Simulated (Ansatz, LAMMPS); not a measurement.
**Relaxing amorphous TiO2 at 3.55 g/cm^3 (84 atoms)**

How does amorphous TiO2 at 3.55 g/cm^3 (84 atoms) relax, and what do bonds, charges and levels look like afterwards?

Program: Ansatz 0.2.0. Level of theory: Kohn-Sham DFT, PBE, PAW (set soft_2), plane waves. Results are calculated unless marked as measured.

## Step 1: Set-up

The cell holds 84 atoms: 28 Ti and 56 O. Cell: a = 10.151 Å, b = 10.151 Å, c = 10.151 Å, α = 90.0°, β = 90.0°, γ = 90.0°. 84 atoms (28 Ti, 56 O) placed at random at 3.55 g/cm³, melted at 5000 K for 10 ps at fixed volume with the Morse and Coulomb pair potential with partial charges (Pedone, Malavasi, Menziani, Cormack and Segre, J. Phys. Chem. B 110, 11780 (2006)). Quenched from 5000 K to 300 K at 50 K/ps and fixed volume, held 5 ps, then minimised at fixed cell. The density is one point of a scan and needn't be that of the real material.

Before any run, some limits are plain. The quench rate of 50 K/ps far exceeds what a furnace or splat quench reaches, so expect more defects and frozen-in strain than in a real sample. The starting topology of bonds comes from the classical model. Only the Γ point is sampled in the main run, in a cell whose shortest periodic width is 10 Å.

## Step 2: Making the structure

A classical potential supplies the starting structure, since it reaches far longer times than DFT.

This step: classical MD, Morse and Coulomb pair potential with partial charges (Pedone, Malavasi, Menziani, Cormack and Segre, J. Phys. Chem. B 110, 11780 (2006)) (LAMMPS 22 Jul 2025 - Update 4).

Contents of in.lmp:

```
# melt-quench of Ti28O56
units metal
atom_style charge
boundary p p p
region box block 0 10.1511 0 10.1511 0 10.1511
create_box 2 box
mass 1 47.8670   # Ti
mass 2 15.9990   # O
create_atoms 1 random 28 34533 NULL overlap 1.5 maxtry 2000
create_atoms 2 random 56 34540 NULL overlap 1.5 maxtry 2000
pair_style hybrid/overlay pedone 5.5 coul/long 8.0
pair_coeff * * coul/long
pair_coeff 1 2 pedone 0.024235 2.254703 2.708943 1   # Ti-O
pair_coeff 2 2 pedone 0.042395 1.379316 3.618701 22   # O-O
set type 1 charge 2.4
set type 2 charge -1.2
kspace_style pppm 1.0e-4
neigh_modify delay 0 every 1 check yes
thermo_style custom step time temp pe press density
thermo_modify norm yes
timestep 0.002
thermo 100
min_style cg
minimize 1e-4 1e-4 200 2000
reset_timestep 0
velocity all create 5000 34534 mom yes dist gaussian
fix lim all nve/limit 0.05
fix lan all langevin 5000 5000 0.2 34535 zero yes
thermo 500
run 1000 post no
unfix lim
unfix lan
thermo 833
fix md all nvt temp 5000 5000 0.2
run 5000 post no
unfix md
thermo 4700
fix md all nvt temp 5000 300 0.2
run 47000 post no
unfix md
thermo 1250
fix md all nvt temp 300 300 0.2
run 2500 post no
unfix md
thermo 100
min_style cg
minimize 0 1e-3 2000 20000
write_dump all custom glass.dump id type xs ys zs modify sort id
```

The run is started by

```console
> lmp -in in.lmp -log none -nocite
```

Numbers of over 12 decimals in the logs are rounded to 6 here.

Output:

```text
LAMMPS (22 Jul 2025 - Update 4)
Created orthogonal box = (0 0 0) to (10.1511 10.1511 10.1511)
Created 28 atoms
Created 56 atoms
PPPM initialization ...
  G vector (1/distance) = 0.38889823
  grid = 12 12 12
  estimated relative force accuracy = 5.1043073e-05
   Step          Time           Temp          PotEng         Press         Density
         0   0              0             -3.1408652      864300.09      3.5499666
        57   0.114          0             -15.292829      90937.724      3.5499666
Loop time of 0.0402888 s on 1 MPI rank(s) for 57 steps with 84 atoms
Minimization stats:
  Stopping criterion = energy tolerance
[... 36 lines left out ...]
     55000   110            300.99231     -15.445863      47609.132      3.5499666
     55500   111            273.49732     -15.448727      37746.019      3.5499666
Loop time of 0.992588 s on 1 MPI rank(s) for 2500 steps with 84 atoms
   Step          Time           Temp          PotEng         Press         Density
     55500   111            273.49732     -15.448727      37746.019      3.5499666
     55512   111.024        273.49732     -15.486603      41563.234      3.5499666
Loop time of 0.0311485 s on 1 MPI rank(s) for 12 steps with 84 atoms
Minimization stats:
  Stopping criterion = linesearch alpha is zero
  Energy initial, next-to-last, final =
     -15.4487267020507   -15.486602806777   -15.486602806777
  Force two-norm initial, final = 10.711479 0.62571357
  Iterations, force evaluations = 12 59
```

The job ended after 24 s (1 thread of Arm Neoverse V1, shared host; peak memory 0.073 GiB).

## Step 3: Single point at the start

The forces at the start show how far the geometry lies from a minimum of this functional.

Contents of input.yaml:

```yaml
crystal:
  lattice:
    - [10.1511, 0.0, 0.0]
    - [0.0, 10.1511, 0.0]
    - [0.0, 0.0, 10.1511]
  atoms:
    - { symbol: Ti, position: [0.35636, 0.16544, 0.74668] }
    - { symbol: Ti, position: [0.76601, 0.5696, 0.97088] }
    - { symbol: Ti, position: [0.83471, 0.03965, 0.87705] }
    - { symbol: Ti, position: [0.9847, 0.33985, 0.87608] }
    - { symbol: Ti, position: [0.03687, 0.96636, 0.59249] }
    - { symbol: Ti, position: [0.19961, 0.10561, 0.34694] }
    - { symbol: Ti, position: [0.00638, 0.773, 0.03215] }
    - { symbol: Ti, position: [0.79038, 0.7591, 0.74089] }
    - { symbol: Ti, position: [0.44006, 0.34941, 0.3678] }
    - { symbol: Ti, position: [0.30845, 0.84556, 0.74831] }
    - { symbol: Ti, position: [0.83124, 0.88857, 0.31078] }
    - { symbol: Ti, position: [0.85957, 0.30114, 0.55823] }
    - { symbol: Ti, position: [0.16325, 0.34528, 0.54727] }
    - { symbol: Ti, position: [0.95378, 0.45705, 0.24484] }
    - { symbol: Ti, position: [0.63472, 0.30079, 0.90544] }
    - { symbol: Ti, position: [0.52686, 0.57402, 0.15548] }
    - { symbol: Ti, position: [0.24001, 0.56756, 0.85152] }
    - { symbol: Ti, position: [0.51581, 0.79804, 0.46637] }
    - { symbol: Ti, position: [0.41108, 0.09175, 0.05897] }
    - { symbol: Ti, position: [0.25944, 0.37268, 0.11083] }
    - { symbol: Ti, position: [0.71173, 0.19936, 0.22795] }
    - { symbol: Ti, position: [0.63697, 0.05001, 0.59005] }
    - { symbol: Ti, position: [0.56242, 0.82952, 0.99714] }
    - { symbol: Ti, position: [0.08671, 0.09492, 0.03953] }
    - { symbol: Ti, position: [0.26716, 0.77113, 0.25266] }
    - { symbol: Ti, position: [0.52229, 0.51986, 0.66241] }
    - { symbol: Ti, position: [0.05676, 0.66746, 0.51773] }
    - { symbol: Ti, position: [0.7374, 0.59115, 0.4338] }
    - { symbol: O, position: [0.34557, 0.21863, 0.16609] }
    - { symbol: O, position: [0.4871, 0.12616, 0.63987] }
    - { symbol: O, position: [0.20379, 0.73953, 0.84774] }
    - { symbol: O, position: [0.81286, 0.40486, 0.89559] }
    - { symbol: O, position: [0.51729, 0.9655, 0.10196] }
    - { symbol: O, position: [0.25077, 0.29058, 0.68875] }
    - { symbol: O, position: [0.27671, 0.26914, 0.41199] }
    - { symbol: O, position: [0.13468, 0.51763, 0.57225] }
    - { symbol: O, position: [0.14512, 0.26697, 0.98896] }
    - { symbol: O, position: [0.63497, 0.53298, 0.29582] }
    - { symbol: O, position: [0.89834, 0.53956, 0.0955] }
    - { symbol: O, position: [0.25522, 0.01899, 0.74678] }
    - { symbol: O, position: [0.08367, 0.12085, 0.21553] }
    - { symbol: O, position: [0.64741, 0.21006, 0.06317] }
    - { symbol: O, position: [0.67998, 0.63522, 0.80729] }
    - { symbol: O, position: [0.71151, 0.1555, 0.81169] }
    - { symbol: O, position: [0.78021, 0.04266, 0.25002] }
    - { symbol: O, position: [0.31126, 0.47261, 0.97985] }
    - { symbol: O, position: [0.59576, 0.64855, 0.551] }
    - { symbol: O, position: [0.75593, 0.43973, 0.53803] }
    - { symbol: O, position: [0.91385, 0.57093, 0.37673] }
    - { symbol: O, position: [0.57245, 0.9642, 0.44816] }
    - { symbol: O, position: [0.56468, 0.38409, 0.76603] }
    - { symbol: O, position: [0.45527, 0.86358, 0.85702] }
    - { symbol: O, position: [0.43398, 0.18413, 0.90645] }
    - { symbol: O, position: [0.70178, 0.89373, 0.66118] }
    - { symbol: O, position: [0.42498, 0.72878, 0.333] }
    - { symbol: O, position: [0.9989, 0.94792, 0.98382] }
    - { symbol: O, position: [0.7216, 0.9111, 0.92363] }
    - { symbol: O, position: [0.15601, 0.7013, 0.37521] }
    - { symbol: O, position: [0.89719, 0.71259, 0.89493] }
    - { symbol: O, position: [0.45432, 0.43285, 0.51829] }
    - { symbol: O, position: [0.60502, 0.46208, 0.02703] }
    - { symbol: O, position: [0.15687, 0.73552, 0.11597] }
    - { symbol: O, position: [0.93044, 0.17545, 0.95443] }
    - { symbol: O, position: [0.96354, 0.2925, 0.70388] }
    - { symbol: O, position: [0.08172, 0.48696, 0.85829] }
    - { symbol: O, position: [0.93428, 0.9912, 0.73236] }
    - { symbol: O, position: [0.89132, 0.68715, 0.6114] }
    - { symbol: O, position: [0.76811, 0.1563, 0.53797] }
    - { symbol: O, position: [0.26646, 0.94917, 0.302] }
    - { symbol: O, position: [0.00718, 0.32277, 0.45976] }
    - { symbol: O, position: [0.66898, 0.69438, 0.06601] }
    - { symbol: O, position: [0.72208, 0.7655, 0.37539] }
    - { symbol: O, position: [0.12083, 0.81344, 0.61138] }
    - { symbol: O, position: [0.43351, 0.70735, 0.0804] }
    - { symbol: O, position: [0.83697, 0.32291, 0.24487] }
    - { symbol: O, position: [0.12027, 0.42246, 0.20577] }
    - { symbol: O, position: [0.2507, 0.02514, 0.02657] }
    - { symbol: O, position: [0.57421, 0.24821, 0.3272] }
    - { symbol: O, position: [0.37696, 0.58302, 0.74027] }
    - { symbol: O, position: [0.91506, 0.81083, 0.18142] }
    - { symbol: O, position: [0.3963, 0.45724, 0.22861] }
    - { symbol: O, position: [0.39731, 0.82721, 0.59548] }
    - { symbol: O, position: [0.93918, 0.91628, 0.44943] }
    - { symbol: O, position: [0.12901, 0.08756, 0.50822] }
kpoints:
  mp_grid: { grid: [1, 1, 1] }
hamiltonian:
  xc: pbe
scf:
  occupations: { method: fermi_dirac, width: 0.025 }
output:
  forces: true
```

The run is started by

```console
> ansatz run input.yaml --threads 4 --pin off --max-ram 8192MiB --backend cpu --events-out ev --progress --plain --runs-dir out
```

Output:

```text
Engine: ansatz 0.2.0, aarch64-unknown-linux-gnu
Pseudopotentials: kind: paw
Pseudopotential: Ti, paw, valence charge 12, recommended cutoff 420 eV (normal), Ti.paw.azcp
Pseudopotential: O, paw, valence charge 6, recommended cutoff 420 eV (normal), O.paw.azcp
[... 5 lines on functional and potentials left out ...]
Crystal: 84 atoms, lattice volume = 1046.018 Å³
Basis set: ecut = 420 eV, 20341 PW (Γ), exchange–correlation on 144×144×144 points (8 copies of the dense FFT grid, shifted against one another)
Bands: 420, of which v1, the nominal top of the filled ones, is band 336 counted from 1 (335 counted from 0)
Symmetry: 1 space group operations
Space group: P1 (ITA 1), of the structure as read, at distance tolerance 1.0e-4 Å
k-points: 1
[... 5 lines on functional and potentials left out ...]
Initial density: superposition of atomic densities (neutral atoms: chi_scale 0, normalization atom), corrected by the library's trained network
Initial wavefunctions: pseudopotential atomic-orbital guess
Functional: x = pbe(κ = 0.804, μ = 0.219515), c = pbe(β = 0.066725)
SCF iter   1: F=—  HF=-101871.140059 eV  |F-HF|=—  |Δ(HF+E_count)|=         —  Δρ=4.48e-3  dr2=1.68e-1  ethr=1.77e-3  ⟨swp⟩=5.0  Hψ=1537  notcnv=0  defer=43
preconditioner: auto → Resta (q_TF=auto, 2.534 Å⁻¹)  ε∞=7.0  [insulator: Δε(μ)=2.633 eV  Ē_g=9.943 eV  σ=0.025 eV  W_gap=1.00  n_scr=256 (ndim 8)  ℏωp=24.3 eV  f_vac=0.091  D(μ)=0.00/eV (n_scr^D=0)  ε∞_Penn≈7.0]
SCF iter   2: F=—  HF=-101871.127644 eV  |F-HF|=—  |Δ(HF+E_count)|=   1.24e-2  Δρ=2.28e-3  dr2=3.13e-2  ethr=2.49e-5  ⟨swp⟩=2.0  Hψ=652  notcnv=0  defer=76
SCF iter   3: F=—  HF=-101871.130331 eV  |F-HF|=—  |Δ(HF+E_count)|=   2.69e-3  Δρ=1.11e-3  dr2=1.21e-2  ethr=4.66e-6  ⟨swp⟩=2.0  Hψ=522  notcnv=0  defer=45
automatic band count: iteration 3 solves 389 bands in place of 420: the levels show a gap, and the empty bands left out lie too high to hold charge; the band table lists the bands solved (type scf.n_extra_bands for more)
SCF iter   4: F=—  HF=-101871.131415 eV  |F-HF|=—  |Δ(HF+E_count)|=   1.08e-3  Δρ=4.07e-4  dr2=2.43e-3  ethr=1.80e-6  ⟨swp⟩=2.0  Hψ=522  notcnv=0  defer=45
SCF iter   5: F=—  HF=-101871.131413 eV  |F-HF|=—  |Δ(HF+E_count)|=   2.02e-6  Δρ=2.13e-4  dr2=5.63e-4  ethr=3.62e-7  ⟨swp⟩=2.0  Hψ=538  notcnv=0  defer=45
SCF iter   6: F=—  HF=-101871.131465 eV  |F-HF|=—  |Δ(HF+E_count)|=   5.24e-5  Δρ=1.12e-4  dr2=1.52e-4  ethr=8.38e-8  ⟨swp⟩=2.0  Hψ=538  notcnv=0  defer=45
SCF iter   7: F=—  HF=-101871.131479 eV  |F-HF|=—  |Δ(HF+E_count)|=   1.35e-5  Δρ=4.52e-5  dr2=2.35e-5  ethr=2.27e-8  ⟨swp⟩=2.0  Hψ=538  notcnv=0  defer=45
SCF iter   8: F=—  HF=-101871.133308 eV  |F-HF|=—  |Δ(HF+E_count)|=   1.83e-3  Δρ=2.35e-5  dr2=6.34e-6  ethr=3.49e-9  ⟨swp⟩=2.0  Hψ=697  notcnv=0  defer=45
SCF iter   9: F=—  HF=-101871.133310 eV  |F-HF|=—  |Δ(HF+E_count)|=   2.40e-6  Δρ=1.07e-5  dr2=1.42e-6  ethr=9.44e-10  ⟨swp⟩=2.0  Hψ=560  notcnv=0  defer=45
SCF iter  10: F=—  HF=-101871.133311 eV  |F-HF|=—  |Δ(HF+E_count)|=   5.56e-7  Δρ=5.25e-6  dr2=3.78e-7  ethr=2.11e-10  ⟨swp⟩=2.0  Hψ=523  notcnv=0  defer=45
SCF iter  11: F=-101871.133311 eV  HF=-101871.133311 eV  |F-HF|=2.21e-8  |Δ(HF+E_count)|=   1.06e-7  Δρ=2.55e-6  dr2=8.50e-8  ethr=1.49e-11  ⟨swp⟩=2.0  Hψ=1251  notcnv=0
SCF 1 converged in 11 iterations: F = -101871.133311 eV  dr2 = 8.50e-8
  greatest PAW one-centre occupation: 0.999 electrons in one spin orbital (limit 2), on the Ti atom at site 27 (counted from 0), in its partial waves of l = 0
SCF converged after 11 iterations
Free energy (F): -101871.133311 eV
Harris-Foulkes:  -101871.133311 eV  (|F-HF|=2.21e-8)
Internal energy: -101871.133311 eV  (E = F + TS)
E sigma→0 (E₀):  -101871.133311 eV
Fermi energy:    7.595498 eV
--- Per-component energies (eV) ---
  E_band       = -7018.686047
  E_kinetic    = 17509.879757
  E_local      = -53882.974475  (includes V_loc(G=0)·N_el)
  E_nonlocal   = 2789.122951
  E_hartree    = 20999.859244
  E_xc         = -6890.764183
  E_vxc        = -8723.542822  (∫ρ·V_xc dr)
  E_paw        = -38140.515634  (= ΣΔE_a)
  E_vpaw       = -6711.028217  (= ΣTr[D̂ρ^β])
  E_aug_tail   = 0.140241  (compensation charges beyond the density's cutoff)
  E_ewald      = -44255.881211
  E_smearing   = -0.000000  (= −TS)
  E_closure    = 0.000000  (closes the sum)
  Σ components = -101871.133311   (vs F -101871.133311, Δ=0.00e0)
--- Forces (eV/Å), atoms counted from 1 ---
  atom   1  Ti     0.13586180    -1.30573673     0.37053483
  atom   2  Ti    -0.49524513     0.97476142    -0.01147556
  atom   3  Ti    -0.43983677    -0.47243679    -0.67387457
  atom   4  Ti    -0.04705929    -0.30863609    -0.01890878
  atom   5  Ti    -1.00256920    -1.14640589    -0.46096457
  atom   6  Ti     0.25012801    -0.15451433    -1.11502346
  atom   7  Ti    -1.04762064     0.59116433     0.28424705
  atom   8  Ti     0.25095701    -0.14714519     0.71855507
  atom   9  Ti    -0.29764984     0.06222129    -0.70961003
  atom  10  Ti     1.30930181     0.85716248     0.25648608
  atom  11  Ti     0.42593246    -0.68231669     0.80110569
  atom  12  Ti     0.37506888     1.00000417     0.30703729
  atom  13  Ti    -0.82406550    -0.26947496    -0.85792353
  atom  14  Ti    -1.22371930     0.05072211    -0.55552706
[...]
atom  83  O      0.47688577     0.00548878     0.48562593
  atom  84  O      0.79853635     1.62971030    -0.23016731
  max |Σ_I F_I| component: 1.69e-4 eV/Å
```

It took 15 s on 4 threads of Arm Neoverse V1, shared host; peak memory 1.5 GiB; 57 s of CPU time.

Reading the cycles: dr2 is the Hartree energy of the density residual (eV), the measure of convergence; HF is the Harris–Foulkes estimate of the energy, which meets the free energy F at convergence.

The run gave:

```
free energy            : -101871.1333 eV
free energy per atom   : -1212.7516 eV/atom
SCF cycles             : 11
r.m.s. force component : 0.6603 eV/Å
longest force          : 2.287 eV/Å
Fermi energy           : 7.595 eV
```

The r.m.s. force component of 0.66 eV/Å sets the starting point.

Neighbours are counted within 2.64 Å (O-Ti).

Length of the force by element and coordination:

```csv
element,coordination,atoms,mean length of the force (eV/Å),spread,least,most
O,all,56,1.02,0.390,0.350,2.29
O,2,33,1.03,0.392,0.412,2.29
O,3,22,0.978,0.373,0.350,1.60
O,4,1,1.58,0,1.58,1.58
Ti,all,28,1.18,0.393,0.313,1.98
Ti,4,8,1.30,0.345,0.622,1.83
Ti,5,16,1.09,0.416,0.313,1.98
Ti,6,4,1.28,0.277,0.982,1.70
```

(Part 1 of 4 ends here.)

[Logs are printed without paths, hosts, clocks, repeated set-up lines and the standing remarks that a program may print on its own settings, such as how far it seeks lower states.]

[Hosts, paths, dates, database ids (printed as entryN), source tags and the programs' standing remarks are cut or masked in the printed files.]
